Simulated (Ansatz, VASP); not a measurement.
# SiC (V_Si-V_C (Si site 2) axial): VASP beside Ansatz, part 2 of 3

Wanted: the spread between two codes on one cell, functional and k mesh. The cell is taken from a series of runs on this material, whose earlier steps may have relaxed, scaled, displaced or heated it; both programs get it as it stands.

VASP 6.6.1 and Ansatz 0.2.0.

So far. Step 3 (VASP: single point, PBE, pair 1): The run ends at a pressure of -0.38 GPa, with forces up to 0.18 eV/Å.

## Step 5: Ansatz: single point, PBE, pair 2

Level of this step: Ansatz beside VASP: Kohn-Sham DFT, plane waves, PBE (Ansatz).

A single point gives forces, pressure and levels at one fixed geometry, so differences don't come from the geometry; what else differs is listed under the comparison.

The cell is taken from a series of runs on this material, whose earlier steps may have relaxed, scaled, displaced or heated it; both programs get it as it stands.

input.yaml reads:

```yaml
crystal:
  lattice:
    - [9.28241338, 5.35920398, 0.0]
    - [-9.28241348, 5.35920381, 0.0]
    - [0.0, 0.0, 10.12919782]
  atoms:
    - { symbol: Si, position: [0.00025050067, -0.00020355212, 0.50027667822] }
    - { symbol: Si, position: [0.16805507178, 0.33377732879, 0.50025642197] }
[... 6 atom lines left out ...]
    - { symbol: Si, position: [0.33672104282, 0.33412432049, 0.74856267466] }
    - { symbol: Si, position: [0.00015906918, -0.00090137506, 1.00040401928] }
    - { symbol: Si, position: [0.16874324464, 0.33442860427, 1.00039167104] }
    - { symbol: Si, position: [0.333392511, 0.16630374192, 1.00078477683] }
[... 6 atom lines left out ...]
    - { symbol: C, position: [0.0011665208, 0.33374968293, 0.43803860533] }
[... 2 atom lines left out ...]
    - { symbol: C, position: [0.00076171577, 0.16708318472, 0.93743192186] }
    - { symbol: C, position: [0.16683047738, -0.00020959826, 0.93783235755] }
    - { symbol: C, position: [0.33743580119, 0.33407872494, 0.93768870582] }
[... 1 atom line left out ...]
    - { symbol: Si, position: [0.16673350566, 0.83311527506, 0.50027365725] }
[... 1 atom line left out ...]
    - { symbol: Si, position: [0.0010945141, 0.83407215343, 0.24956445287] }
[... 2 atom lines left out ...]
    - { symbol: Si, position: [-0.00205293813, 0.66493078765, 0.74855538375] }
[... 1 atom line left out ...]
    - { symbol: Si, position: [0.33403579416, 0.83359350076, 0.74889400237] }
    - { symbol: Si, position: [0.00138324704, 0.50036319718, 1.00080970999] }
    - { symbol: Si, position: [0.16605965411, 0.83306769206, 1.00039401677] }
    - { symbol: Si, position: [0.33466834399, 0.66629238059, 1.00039076958] }
    - { symbol: C, position: [0.00098952805, 0.50035808242, 0.18731281744] }
[... 1 atom line left out ...]
    - { symbol: C, position: [0.33449595763, 0.66717886332, 0.18671793505] }
[... 1 atom line left out ...]
    - { symbol: C, position: [0.16693680086, 0.83279609064, 0.6874022741] }
    - { symbol: C, position: [0.33485174046, 0.66744067007, 0.68737057986] }
    - { symbol: C, position: [0.00056073347, 0.83353544788, 0.43664760967] }
    - { symbol: C, position: [0.1677731544, 0.66696379075, 0.43803788679] }
    - { symbol: C, position: [0.3343028095, 0.5003572203, 0.43668716439] }
    - { symbol: C, position: [-0.00261879547, 0.6640784749, 0.93769208378] }
    - { symbol: C, position: [0.16796070753, 0.50035996661, 0.93783677763] }
[... 4 atom lines left out ...]
    - { symbol: Si, position: [0.50001257668, 0.33294441021, 0.25127707017] }
    - { symbol: Si, position: [0.66738049428, 0.16663399609, 0.24957233558] }
[... 5 atom lines left out ...]
    - { symbol: Si, position: [0.66733815581, 0.33316775484, 1.00305404662] }
[... 3 atom lines left out ...]
    - { symbol: C, position: [0.83423780843, 0.16746082397, 0.1867125084] }
[... 1 atom line left out ...]
    - { symbol: C, position: [0.66705568751, 0.3212910922, 0.68213403073] }
[... 3 atom lines left out ...]
    - { symbol: C, position: [0.8340614968, 0.00076098117, 0.43802419593] }
[... 3 atom lines left out ...]
    - { symbol: Si, position: [0.50192857674, 0.50035740717, 0.50091302144] }
[... 2 atom lines left out ...]
    - { symbol: Si, position: [0.50085635808, 0.83405028942, 0.25014189326] }
    - { symbol: Si, position: [0.6674303139, 0.66777239584, 0.25128127241] }
    - { symbol: Si, position: [0.8347606549, 0.50036332112, 0.25134645013] }
[... 2 atom lines left out ...]
    - { symbol: Si, position: [0.50047111033, 0.5003778892, 1.00306586007] }
[... 1 atom line left out ...]
    - { symbol: Si, position: [0.83442177084, 0.66746237199, 1.00303313952] }
    - { symbol: C, position: [0.50192594437, 0.50035952249, 0.18781984076] }
[... 1 atom line left out ...]
    - { symbol: C, position: [0.83290450876, 0.66587590752, 0.18780157055] }
    - { symbol: C, position: [0.4886429898, 0.50036183849, 0.68201675461] }
    - { symbol: C, position: [0.66745724088, 0.83472296714, 0.6871338133] }
    - { symbol: C, position: [0.84613050341, 0.67943638751, 0.68213314883] }
[... 1 atom line left out ...]
    - { symbol: C, position: [0.66742911164, 0.66732932843, 0.4378219726] }
    - { symbol: C, position: [0.83427955451, 0.50035877849, 0.43793396764] }
    - { symbol: C, position: [0.50370947936, 0.66665662772, 0.93768632414] }
    - { symbol: C, position: [0.83120392466, 0.83051338223, 0.93766981682] }
  symmetry: { detect: false }
basis:
  xc_grid: 2
  ecutwfc: 820
hamiltonian:
  xc: pbe
  pseudopotentials: { kind: nc }
kpoints:
  mp_grid: { grid: [1, 1, 1] }
magnetization:
  spin_polarized: true
  initial_magnetization: 2
  spin_locking: { lock_magnetization: hard }
scf:
  occupations: { method: fermi_dirac, width: 0.01 }
  max_iter: 120
  lower_state_search: "off"
  n_extra_bands: 70
  convergence: { dr2_threshold: "1.0e-12 eV" }
output:
  orbitals: { bands: [v30, c30], seedname: "../cc1.nc3" }
checkpoint:
  read: "../cc1.nc0.run"
  write: "../cc1.nc3.run"
  compress: false
  write_wavefunctions: false
  write_every: 100000
```

On the command line:

```
$ ansatz run input.yaml --threads 4 --pin off --max-ram 14131MiB --backend cpu --events-out ev --progress --plain --runs-dir out
```

Numbers of over 12 decimals in the logs are rounded to 6 here.

Output:

```text
[...]
Crystal: 94 atoms, lattice volume = 1007.781 Å³
Basis set: ecut = 820 eV, 53729 PW (Γ), exchange–correlation on 216×216×192 points (8 copies of the dense FFT grid, shifted against one another)
Bands: 259, of which v1, the nominal top of the filled ones, is band 188 counted from 1 (187 counted from 0)
Symmetry: 1 space group operations
k-points: 1
[...]
SCF iter   7: F=—  HF=-13130.204979 eV  |F-HF|=—  |Δ(HF+E_count)|=   2.74e-8  Δρ=6.35e-7 (↑5.02e-7 ↓6.35e-7)  dr2=2.04e-8  dr2_m=5.65e-10  M=2.000 μB ∫|m|=2.189 μB  β_m=0.85  ethr=3.68e-11  ⟨swp⟩=3.0  Hψ=705  notcnv=0  defer=1
[...]
Free energy (F): -13130.204979 eV
[...]
Internal energy: -13130.204979 eV  (E = F + TS)
E sigma→0 (E₀):  -13130.204979 eV
Fermi energy:    10.050666 (↑ 10.350660, ↓ 9.899608) eV
[...]
--- Band table (eV) ---
  k-point 0 ↑: bands = [... 184 lower, 8.8612, 8.8613, 8.9735, 9.6004, 9.6093, 11.0930, 11.0989, 11.3192, ... 67 higher]
  k-point 0 ↓: bands = [... 184 lower, 8.9192, 8.9890, 9.3106, 10.4907, 10.5052, 11.1226, 11.1286, 11.3253, ... 67 higher]
```

## Step 6: VASP: single point, PBE, pair 2

The same cell, functional, mesh and smearing now go to VASP, with its own data sets.

INCAR reads:

```
SYSTEM = SiC
PREC = Accurate
ENCUT = 520
EDIFF = 1E-06
NELM = 200
ISMEAR = -1
SIGMA = 0.01
LREAL = Auto
ALGO = Normal
GGA = PE
NBANDS = 256
ISPIN = 2
MAGMOM = -0 -0 0 -0 -0 -0 0 0 0 0 0 -0 0 -0 -0 0 -0 0 0 0 0 -0 0 0 -0 -0 -0 -0 0 -0 0 0 0 0 0 0 -0 0 -0 -0 -0 -0 0 0 0 -0 0 0 0 0 0.03 0.03 0 0 0 0 -0 0 0 0 0 0 0 0.03 0.03 0.02 0 0.02 0 0 -0 0 -0 0 0.03 0.28 0.03 0 0.02 0 0 0 0 -0 0 -0 0.29 0 0.28 0 0 0 0 0
LORBIT = 11
LWAVE = .FALSE.
LCHARG = .FALSE.
ISIF = 2
NUPDOWN = 2
LASPH = .TRUE.
GGA_COMPAT = .FALSE.
NCORE = 2
```

POSCAR reads:

```
SiC
1.0
    9.2824133794      5.3592039794      0.0000000000
   -9.2824134800      5.3592038053      0.0000000000
    0.0000000000      0.0000000000     10.1291978199
Si C
47 47
Direct
    0.0002505007      0.9997964479      0.5002766782
    0.1680550718      0.3337773288      0.5002564220
[... 6 atom lines left out ...]
    0.3367210428      0.3341243205      0.7485626747
    0.0001590692      0.9990986249      0.0004040193
    0.1687432446      0.3344286043      0.0003916710
    0.3333925110      0.1663037419      0.0007847768
[... 6 atom lines left out ...]
    0.9979470619      0.6649307877      0.7485553838
[... 2 atom lines left out ...]
    0.0013832470      0.5003631972      0.0008097100
    0.1660596541      0.8330676921      0.0003940168
    0.3346683440      0.6662923806      0.0003907696
[... 1 atom line left out ...]
    0.6673383507      0.3347117585      0.5011195939
[... 1 atom line left out ...]
    0.5000125767      0.3329444102      0.2512770702
[... 2 atom lines left out ...]
    0.5012083033      0.1693846637      0.7484862042
[... 1 atom line left out ...]
    0.8333724126      0.3357779086      0.7485475675
    0.5014101257      0.0016061527      0.0004059985
    0.6673381558      0.3331677548      0.0030540466
    0.8333622272      0.1676386117      0.0003938565
    0.5019285767      0.5003574072      0.5009130214
[... 1 atom line left out ...]
    0.8329851982      0.6660052298      0.5011202620
[... 1 atom line left out ...]
    0.6674303139      0.6677723958      0.2512812724
    0.8347606549      0.5003633211      0.2513464501
    0.5029515758      0.6665961401      0.7485600026
    0.8321785760      0.8313329221      0.7484925730
    0.5004711103      0.5003778892      0.0030658601
    0.6674519559      0.8344175184      0.0007810529
    0.8344217708      0.6674623720      0.0030331395
[... 4 atom lines left out ...]
    0.1677748646      0.3332776034      0.6873731712
    0.3330953702      0.1659948796      0.6871348609
[... 5 atom lines left out ...]
    0.3374358012      0.3340787249      0.9376887058
[... 3 atom lines left out ...]
    0.0015828753      0.5003567322      0.6871654387
[... 1 atom line left out ...]
    0.3348517405      0.6674406701      0.6873705799
[... 3 atom lines left out ...]
    0.9973812045      0.6640784749      0.9376920838
[... 3 atom lines left out ...]
    0.6673890623      0.3348389073      0.1877999837
[... 2 atom lines left out ...]
    0.6670556875      0.3212910922      0.6821340307
    0.8345006446      0.1679150538      0.6874004825
    0.5004586808      0.3333869225      0.4378171311
[... 2 atom lines left out ...]
    0.5010562037      0.1702134801      0.9376679558
[... 1 atom line left out ...]
    0.8336747108      0.3366318757      0.9376898231
    0.5019259444      0.5003595225      0.1878198408
[... 1 atom line left out ...]
    0.8329045088      0.6658759075      0.1878015706
    0.4886429898      0.5003618385      0.6820167546
    0.6674572409      0.8347229671      0.6871338133
    0.8461305034      0.6794363875      0.6821331488
[... 1 atom line left out ...]
    0.6674291116      0.6673293284      0.4378219726
    0.8342795545      0.5003587785      0.4379339676
    0.5037094794      0.6666566277      0.9376863241
    0.8312039247      0.8305133822      0.9376698168
```

KPOINTS reads:

```
Automatic mesh
0
Gamma
1 1 1
0 0 0
```

The projector-augmented-wave data sets are Si and C (PBE family, release 64).

On the command line:

```
$ mpirun -np 8 vasp_gam
```

Output:

```text
[... set-up lines as in an earlier step ...]
 entering main loop
       N       E                     dE             d eps       ncg     rms          rms(c)
DAV:   1     0.224297855594E+04    0.22430E+04   -0.19511E+05  1024   0.140E+03
DAV:   2    -0.531138604895E+03   -0.27741E+04   -0.25947E+04  1328   0.279E+02
DAV:   3    -0.778449928093E+03   -0.24731E+03   -0.24417E+03  1248   0.807E+01
DAV:   4    -0.785094561415E+03   -0.66446E+01   -0.66129E+01  1240   0.147E+01
[...]
DAV:  16    -0.699956112023E+03   -0.21496E-05   -0.64567E-06  1168   0.473E-03    0.574E-03
DAV:  17    -0.699956114492E+03   -0.24690E-05   -0.31758E-06   984   0.309E-03    0.286E-03
DAV:  18    -0.699956115033E+03   -0.54133E-06   -0.41342E-07   616   0.129E-03
   1 F= -.69995612E+03 E0= -.69995612E+03  d E =-.961364E-11  mag=     2.0000
```

From OUTCAR (step 6):

```text
  FREE ENERGIE OF THE ION-ELECTRON SYSTEM (eV)
  ---------------------------------------------------
  free  energy   TOTEN  =      -699.9561150331 eV

  energy  without entropy=     -699.9561150331  energy(sigma->0) =     -699.95611503

 magnetization (x)
# of ion       s       p       d       tot
------------------------------------------
    1       -0.000  -0.000   0.000  -0.000
    2       -0.000  -0.000   0.000  -0.000
    3       -0.000   0.000   0.000  -0.000
    4       -0.000   0.000   0.000  -0.000
    5       -0.000   0.000   0.000  -0.000
    6       -0.000   0.000   0.000  -0.000
    7       -0.001   0.007   0.000   0.005
    8       -0.000   0.001   0.000   0.000
    9       -0.001  -0.003   0.000  -0.004
   10        0.000   0.001   0.000   0.001
   11        0.000   0.001   0.000   0.001
   12       -0.000   0.000   0.000  -0.000
   13       -0.000   0.000   0.000  -0.000
[...]
--------------------------------------------------
tot          0.070   0.941   0.000   1.011
```

The run ends at a pressure of -0.32 GPa, with forces up to 0.18 eV/Å.

## Step 7: Differences

Both answers:

```csv
quantity,Ansatz,VASP,difference
"total moment, fixed by the input (μB)",2.00,2.00,0.00
moment on C87 (μB),0.29,0.27,+0.02
moment on C76 (μB),0.28,0.26,+0.02
moment on C89 (μB),0.28,0.26,+0.02
```

## Step 8: Ansatz: single point, PBE, pair 3

A single point gives forces, pressure and levels at one fixed geometry, so differences don't come from the geometry; what else differs is listed under the comparison.

The cell is taken from a series of runs on this material, whose earlier steps may have relaxed, scaled, displaced or heated it; both programs get it as it stands.

input.yaml reads:

```yaml
crystal:
  lattice:
    - [9.28241338, 5.35920398, 0.0]
    - [-9.28241348, 5.35920381, 0.0]
    - [0.0, 0.0, 10.12919782]
  atoms:
    - { symbol: Si, position: [0.00029517099, -8.761367e-05, 0.50021093651] }
    - { symbol: Si, position: [0.16803406599, 0.33371554916, 0.50016888596] }
[... 6 atom lines left out ...]
    - { symbol: Si, position: [0.33639142225, 0.33359681109, 0.74882892035] }
    - { symbol: Si, position: [0.00021103394, -0.00083406226, 1.00049177259] }
    - { symbol: Si, position: [0.16875486034, 0.3344634778, 1.00046627362] }
    - { symbol: Si, position: [0.33336079408, 0.16622405696, 1.00088595223] }
[... 6 atom lines left out ...]
    - { symbol: C, position: [0.00120456691, 0.33377325857, 0.43806818574] }
[... 2 atom lines left out ...]
    - { symbol: C, position: [0.00078935923, 0.16714131857, 0.9374854803] }
    - { symbol: C, position: [0.16681773497, -0.00022197158, 0.9378700784] }
    - { symbol: C, position: [0.33754255368, 0.3341025697, 0.93773755216] }
[... 1 atom line left out ...]
    - { symbol: Si, position: [0.16674356778, 0.8330679127, 0.50020576804] }
[... 1 atom line left out ...]
    - { symbol: Si, position: [0.00112527726, 0.83412335256, 0.24950231803] }
[... 2 atom lines left out ...]
    - { symbol: Si, position: [-0.0018604048, 0.66485911318, 0.74881498079] }
[... 1 atom line left out ...]
    - { symbol: Si, position: [0.33400563311, 0.83349600751, 0.74907267409] }
    - { symbol: Si, position: [0.00139243892, 0.50036706157, 1.00093604483] }
    - { symbol: Si, position: [0.16605190995, 0.83307221717, 1.00047203261] }
    - { symbol: Si, position: [0.33464323707, 0.66626116772, 1.00046431668] }
    - { symbol: C, position: [0.00099869931, 0.50035832628, 0.18736945064] }
[... 1 atom line left out ...]
    - { symbol: C, position: [0.33451846504, 0.66716961191, 0.18676517019] }
[... 1 atom line left out ...]
    - { symbol: C, position: [0.16670082995, 0.83267815247, 0.68736946074] }
    - { symbol: C, position: [0.33486080409, 0.6673054136, 0.68730678115] }
    - { symbol: C, position: [0.00064607522, 0.83363868373, 0.43667134803] }
    - { symbol: C, position: [0.16778778386, 0.66694032341, 0.43806732562] }
    - { symbol: C, position: [0.33428338623, 0.5003587221, 0.4367483624] }
    - { symbol: C, position: [-0.00270289135, 0.66403312271, 0.93774637799] }
    - { symbol: C, position: [0.16796565749, 0.50036191178, 0.93787600958] }
[... 4 atom lines left out ...]
    - { symbol: Si, position: [0.49996214447, 0.33286590725, 0.25112515162] }
    - { symbol: Si, position: [0.66736176474, 0.16658028697, 0.24951377177] }
[... 5 atom lines left out ...]
    - { symbol: Si, position: [0.66727834485, 0.33295399822, 1.00320893247] }
[... 3 atom lines left out ...]
    - { symbol: C, position: [0.83424457499, 0.16749178773, 0.1867551235] }
[... 1 atom line left out ...]
    - { symbol: C, position: [0.66670873026, 0.32032001416, 0.68173746344] }
[... 3 atom lines left out ...]
    - { symbol: C, position: [0.83409221886, 0.00080678309, 0.43804078529] }
[... 3 atom lines left out ...]
    - { symbol: Si, position: [0.50202377244, 0.50035895812, 0.50015935265] }
[... 2 atom lines left out ...]
    - { symbol: Si, position: [0.50086832634, 0.83405568882, 0.25012105153] }
    - { symbol: Si, position: [0.66746270859, 0.66785313125, 0.25113164676] }
    - { symbol: Si, position: [0.83478592061, 0.50036874298, 0.25126320837] }
[... 2 atom lines left out ...]
    - { symbol: Si, position: [0.50048374362, 0.50038921735, 1.00323733393] }
[... 1 atom line left out ...]
    - { symbol: Si, position: [0.8345123911, 0.66762396582, 1.00317288105] }
    - { symbol: C, position: [0.50195246354, 0.50036100246, 0.18787686053] }
[... 1 atom line left out ...]
    - { symbol: C, position: [0.83291313826, 0.66589741476, 0.18784228837] }
    - { symbol: C, position: [0.48797575578, 0.50036238553, 0.68150027847] }
    - { symbol: C, position: [0.66751378964, 0.83485504235, 0.68711463007] }
    - { symbol: C, position: [0.84675657207, 0.68041022255, 0.68173748378] }
[... 1 atom line left out ...]
    - { symbol: C, position: [0.66745782896, 0.66741100186, 0.43771660837] }
    - { symbol: C, position: [0.83426837801, 0.50036045553, 0.43794090516] }
    - { symbol: C, position: [0.50378840344, 0.66664439998, 0.93773429079] }
    - { symbol: C, position: [0.83123886011, 0.8305902691, 0.93770183682] }
  symmetry: { detect: false }
basis:
  xc_grid: 2
  ecutwfc: 820
hamiltonian:
  xc: pbe
  pseudopotentials: { kind: nc }
kpoints:
  mp_grid: { grid: [1, 1, 1] }
magnetization:
  spin_polarized: true
  initial_magnetization: 2
  spin_locking: { lock_magnetization: hard }
scf:
  occupations: { method: fermi_dirac, width: 0.01 }
  max_iter: 120
  lower_state_search: "off"
  n_extra_bands: 70
  convergence: { dr2_threshold: "1.0e-12 eV" }
output:
  orbitals: { bands: [v30, c30], seedname: "../cc1.nc4" }
checkpoint:
  read: "../cc1.nc0.run"
  write: "../cc1.nc4.run"
  compress: false
  write_wavefunctions: false
  write_every: 100000
```

On the command line:

```
$ ansatz run input.yaml --threads 4 --pin off --max-ram 14131MiB --backend cpu --events-out ev --progress --plain --runs-dir out
```

Output:

```text
[...]
Crystal: 94 atoms, lattice volume = 1007.781 Å³
Basis set: ecut = 820 eV, 53729 PW (Γ), exchange–correlation on 216×216×192 points (8 copies of the dense FFT grid, shifted against one another)
Bands: 259, of which v1, the nominal top of the filled ones, is band 188 counted from 1 (187 counted from 0)
Symmetry: 1 space group operations
k-points: 1
[...]
SCF iter   7: F=—  HF=-13130.189381 eV  |F-HF|=—  |Δ(HF+E_count)|=   1.39e-7  Δρ=1.12e-6 (↑9.72e-7 ↓1.12e-6)  dr2=6.62e-8  dr2_m=1.88e-9  M=2.000 μB ∫|m|=2.190 μB  β_m=0.87  ethr=1.24e-10  ⟨swp⟩=3.0  Hψ=732  notcnv=0  defer=1
[...]
Free energy (F): -13130.189381 eV
[...]
Internal energy: -13130.189381 eV  (E = F + TS)
E sigma→0 (E₀):  -13130.189381 eV
Fermi energy:    10.090416 (↑ 10.369381, ↓ 9.942118) eV
[...]
--- Band table (eV) ---
  k-point 0 ↑: bands = [... 184 lower, 8.8576, 8.8581, 8.9735, 9.6351, 9.6527, 11.0872, 11.0985, 11.3110, ... 67 higher]
  k-point 0 ↓: bands = [... 184 lower, 8.9160, 8.9893, 9.3577, 10.5270, 10.5559, 11.1179, 11.1293, 11.3169, ... 67 higher]
```

(Part 2 of 3 ends here.)

[Lines on the potential files, build, host, timing and source positions are cut from VASP's logs without a mark.]

[Logs are printed without paths, hosts, clocks, repeated set-up lines and the standing remarks that a program may print on its own settings, such as how far it seeks lower states.]

[Hosts, paths, dates, database ids (printed as entryN), source tags and the programs' standing remarks are cut or masked in the printed files.]
